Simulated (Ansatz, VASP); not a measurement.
## Br: VASP beside Ansatz

The input INCAR:

```
PREC = Accurate ; ENCUT = 520
EDIFF = 1E-6 ; ISMEAR = 0
SIGMA = 0.1 ; LREAL = F
LASPH = T ; NELM = 60
ALGO = Normal ; ISIF = 2
LWAVE = F ; LCHARG = F
GGA = PS ; NBANDS = 10
```

Contents of KPOINTS:

```
Automatic mesh
0
Gamma
  8 8 8
```

Contents of POSCAR:

```
Br
1.0
   -1.2867684050      1.7199972000      3.5779911600
    1.2867684050     -1.7199972000      3.5779911600
    1.2867684050      1.7199972000     -3.5779911600
Br
1
Direct
    0.0000000000      0.0000000000      0.0000000000
```

Input for Ansatz:

```yaml
crystal:
  lattice:
    - [-1.286768405, 1.7199972, 3.57799116]
    - [1.286768405, -1.7199972, 3.57799116]
    - [1.286768405, 1.7199972, -3.57799116]
  atoms:
    - { symbol: Br, position: [0.0, 0.0, 0.0] }
basis:
  ecutwfc: 420
kpoints:
  mp_grid: { grid: [8, 8, 8] }
hamiltonian:
  xc: pbesol
scf:
  occupations: { method: gaussian, width: 0.1 }
output:
  forces: true
  stress: true
  eigenvalues: true
```

Alike in both runs: task single point; functional PBEsol; k mesh 8 × 8 × 8; occupations gaussian, width 0.1 eV; no spin polarisation.

```csv
,VASP,Ansatz
version,VASP 6.6.1,Ansatz 0.2.0
potentials or method,"VASP PAW PBE potentials, release 64 (Br)","scalar-relativistic, plane waves, PAW"
plane-wave cutoff (eV),520,420
valence electrons in the cell,7,7
```

|  | VASP | Ansatz | Ansatz less VASP |
| --- | --- | --- | --- |
| gap on the k mesh at the Fermi level (eV) | none | none | - |
| pressure (GPa) | -1.1 | -1.1 | -0.03 |
| largest component of the traceless stress (GPa) | 1.19 | 1.25 | +0.061 |

A gap of «none» marks a metal or a gap that the smearing closes.

Caveats: the k mesh is coarse (spacing up to 0.38 Å⁻¹), so the values aren't converged; the PAW data sets were made with another functional, which shifts forces and pressure a little (VASP); an odd number of electrons without spin polarisation forces a metal; a magnetic or distorted state may lie lower.
